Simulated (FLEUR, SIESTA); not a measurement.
A SIESTA input for a self-consistent single point of InN (P6_3mc, 4 atoms in the cell) (DFT, LDA PW92, numerical atomic orbitals DZP, PseudoDojo LDA standard norm-conserving potentials (rewritten from UPF to PSML)):

```
# files in the folder: In.psml N.psml (PseudoDojo LDA standard)
SystemName  InN
SystemLabel inn

NumberOfAtoms                4
NumberOfSpecies              2
%block ChemicalSpeciesLabel
  1 49 In
  2 7 N
%endblock ChemicalSpeciesLabel
LatticeConstant              1.0 Ang
%block LatticeVectors
     3.558786000    0.000000000    0.000000000
    -1.779393000    3.081999000    0.000000000
     0.000000000    0.000000000    5.745745000
%endblock LatticeVectors
AtomicCoordinatesFormat      Ang
%block AtomicCoordinatesAndAtomicSpecies
     1.779394779    1.027331973    2.875630458  1
    -0.000001779    2.054667027    0.002757958  1
     1.779394779    1.027331973    5.053497642  2
    -0.000001779    2.054667027    2.180625142  2
%endblock AtomicCoordinatesAndAtomicSpecies

XC.functional                LDA
XC.authors                   PW92
PAO.BasisSize                DZP
PAO.EnergyShift              0.01 Ry
MeshCutoff                   400 Ry
%block kgrid.MonkhorstPack
    7   0   0  0.0
    0   7   0  0.0
    0   0   4  0.0
%endblock kgrid.MonkhorstPack
OccupationFunction           FD
ElectronicTemperature        1160.45 K

MaxSCFIterations             150
SCF.Mixer.Method             Broyden
SCF.Mixer.Weight             0.1
SCF.Mixer.History            6
SCF.DM.Tolerance             1.0E-05
Diag.ParallelOverK           true
WriteForces                  true
```

Problem. Give the FLEUR input for the same structure, mesh, smearing and functional.

Solution. This is the input that was run; spellings and numerical settings could be chosen otherwise.

Input of the input generator:

```
scf InN
&input film=f /
3.5587859523 0.0000000111 0.0000000000
-1.7793929857 3.0819990358 0.0000000000
0.0000000000 0.0000000000 5.7457450000
1.8897261246
1.0 1.0 1.0

4
49 0.6666666667 0.3333333333 0.5004800000
49 0.3333333333 0.6666666667 0.0004800000
7 0.6666666667 0.3333333333 0.8795200000
7 0.3333333333 0.6666666667 0.3795200000

&comp jspins=1 /
&exco xctyp='pz' /
&kpt div1=7 div2=7 div3=4 gamma=t /
&end /
```

```xml
<?xml version="1.0" encoding="UTF-8" standalone="no"?>
<fleurInput fleurInputVersion="0.39">
   <comment>
      scf InN                                                                                             
   </comment>
   <calculationSetup>
      <cutoffs Kmax="4.4" Gmax="17.6" GmaxXC="17.6" numbands="0"/>
      <scfLoop itmax="80" minDistance="0.00001" maxIterBroyd="15" imix="Anderson" alpha="0.05" precondParam="0.0" spinf="2.0"/>
      <coreElectrons ctail="T" frcor="F" kcrel="0" coretail_lmax="0"/>
      <xcFunctional name="pz" relativisticCorrections="F"/>
      <magnetism jspins="1"/>
      <soc l_soc="F" theta="0.0" phi="0.0" spav="F"/>
      <expertModes spex="0" secvar="F"/>
      <geometryOptimization l_f="T" forcealpha="1.0" forcemix="BFGS" epsdisp="0.00001" epsforce="0.00001"/>
      <ldaU l_linMix="F" mixParam="0.05" spinf="1.0"/>
   </calculationSetup>
   <cell>
      <bzIntegration valenceElectrons="36.0" mode="hist" fermiSmearingEnergy="0.00367493">
         <kPointListSelection listName="default-1"/>
         <!-- k-points included here -->
         <xi:include xmlns:xi="http://www.w3.org/2001/XInclude" href="kpts.xml"> </xi:include>
      </bzIntegration>
      <!-- symmetry operations included here -->
      <xi:include xmlns:xi="http://www.w3.org/2001/XInclude" href="sym.xml"> </xi:include>
      <bulkLattice scale="1.0">
         <bravaisMatrix>
            <row-1>    6.7251307859207996     0.0000000209759600     0.0000000000000000</row-1>
            <row-2>   -3.3625654110072838     5.8241340939432700     0.0000000000000000</row-2>
            <row-3>    0.0000000000000000     0.0000000000000000    10.8578844317898273</row-3>
         </bravaisMatrix>
      </bulkLattice>
   </cell>
   <atomSpecies>
      <species name="Indium (In)" element="In" atomicNumber="49">
         <mtSphere radius="2.44" gridPoints="843" logIncrement="0.015"/>
         <atomicCutoffs lmax="10" lnonsphr="8"/>
         <electronConfig flipSpins="F">
            <coreConfig>(1s1/2) (2s1/2) (2p1/2) (2p3/2) (3s1/2) (3p1/2) (3p3/2) (4s1/2) (3d3/2) (3d5/2) (4p1/2) (4p3/2)</coreConfig>
            <valenceConfig>(5s1/2) (4d3/2) (4d5/2) (5p1/2) (5p3/2)</valenceConfig>
            <stateOccupation state="(5p1/2)" spinUp="0.1666666666667" spinDown="0.1666666666667"/>
            <stateOccupation state="(5p3/2)" spinUp="0.3333333333333" spinDown="0.3333333333333"/>
         </electronConfig>
         <energyParameters s="5" p="5" d="5" f="4"/>
         <lo type="SCLO" l="2" n="4" eDeriv="0"/>
      </species>
      <species name="Nitrogen (N)" element="N" atomicNumber="7">
         <mtSphere radius="1.38" gridPoints="477" logIncrement="0.022"/>
         <atomicCutoffs lmax="6" lnonsphr="4"/>
         <electronConfig flipSpins="F">
            <coreConfig>(1s1/2)</coreConfig>
            <valenceConfig>(2s1/2) (2p1/2) (2p3/2)</valenceConfig>
            <stateOccupation state="(2p1/2)" spinUp="0.5" spinDown="0.5"/>
            <stateOccupation state="(2p3/2)" spinUp="1.0" spinDown="1.0"/>
         </electronConfig>
         <energyParameters s="2" p="2" d="3" f="4"/>
      </species>
   </atomSpecies>
   <atomGroups>
      <atomGroup species="Indium (In)">
         <relPos label="                   1">-1.000/3.000 1.000/3.000 -.4995200000</relPos>
         <relPos label="                   2">1.000/3.000 -1.000/3.000 .0004800000</relPos>
         <force calculate="T" relaxXYZ="TTT"/>
      </atomGroup>
      <atomGroup species="Nitrogen (N)">
         <relPos label="                   3">-1.000/3.000 1.000/3.000 -.1204800000</relPos>
         <relPos label="                   4">1.000/3.000 -1.000/3.000 .3795200000</relPos>
         <force calculate="T" relaxXYZ="TTT"/>
      </atomGroup>
   </atomGroups>
   <output dos="F" band="F" slice="F">
      <checks vchk="F" cdinf="F"/>
      <bandDOS minEnergy="-.5*Htr" maxEnergy="0.5*Htr" sigma="0.015" storeEVData="T"/>
      <vacuumDOS vacdos="F" integ="F" star="F" nstars="0" locx1="0.0" locy1="0.0" locx2="0.0" locy2="0.0" nstm="0" tworkf="0.0"/>
      <unfoldingBand unfoldBand="F" supercellX="1" supercellY="1" supercellZ="1"/>
      <plotting iplot="0" polar="F">
         <plot TwoD="T" vec1="  1.0  0.0  0.0" vec2="  0.0  1.0  0.0" vec3="  0.0  0.0  1.0" zero="  0.0  0.0  0.0" file="plot"/>
      </plotting>
      <chargeDensitySlicing numkpt="0" minEigenval="0.0" maxEigenval="0.0" nnne="0" pallst="F"/>
      <specialOutput eonly="F"/>
      <magneticCircularDichroism mcd="F" energyLo="-10.0" energyUp="0.0"/>
   </output>
  <!-- We include the file relax.xml here to enable relaxations (see documentation) -->
  <xi:include xmlns:xi="http://www.w3.org/2001/XInclude" href="relax.xml"> <xi:fallback/> </xi:include>
</fleurInput>
```

Basis settings and potentials, where a program has them, do not carry over. This input uses DFT, LDA (Perdew-Zunger), all-electron FLAPW (FLEUR), scalar-relativistic valence. LDA parametrisations can differ slightly between programs. Both were run: largest force 0.014 eV/Å in SIESTA and 0.008 in FLEUR.

On SIESTA: the starting cell comes from a database of computed structures (which also holds hypothetical and non-ambient phases and stackings), without a prior relaxation at this level. Its lattice was rescaled by a random factor within 2.5 % of one. Values carry the incompleteness of an atom-centred basis. With a pressure of about -4 GPa the cell is away from its equilibrium volume at this level. The run gives no clean gap (levels at the Fermi energy touch, overlap or are partly filled at this smearing), which alone does not show that the compound is a metal.

On FLEUR: the starting cell comes from a database of computed structures (which also holds hypothetical and non-ambient phases and stackings), without a prior relaxation at this level. Its lattice was rescaled by a random factor within 2.5 % of one. Values depend on the basis (sphere radii, cutoffs, local orbitals), which need not be converged. No gap is read from this output.
